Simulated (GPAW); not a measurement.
The system is CsH.

```
CELL_PARAMETERS angstrom
0.00000 3.18800 3.18800
3.18800 0.00000 3.18800
3.18800 3.18800 0.00000
ATOMIC_POSITIONS crystal
Cs 0.00000 0.00000 0.00000
H 0.50000 0.50000 0.50000
```

Base run:

```yaml
Program: GPAW 26.7.0
Functional: PBE0
Potentials_or_basis: GPAW PAW data sets (gpaw-data 1.2.1)
Cutoff: 450 eV
Basis: pw
k_mesh: 6 × 6 × 6
Occupations: fermi-dirac, width 0.05 eV
Spin: no spin polarisation
```

Its results: band gap on the k mesh 3.97 eV, direct.

**Question.** The run is repeated on the same cell with these changes: functional from PBE0 to r2SCAN; cutoff from 450 eV to 600 eV; k mesh from 6 × 6 × 6 to 7 × 7 × 7. What comes out?

**Answer.** Band gap on the k mesh 2.90 eV, direct.

Several settings changed at once, so the effect can't be laid on one alone.

Caveats: spin-orbit coupling is left out, which moves the levels of the heavy elements; the mesh misses the band edges, which the band path finds closer together (some runs).

Not every run made on this cell is shown here.
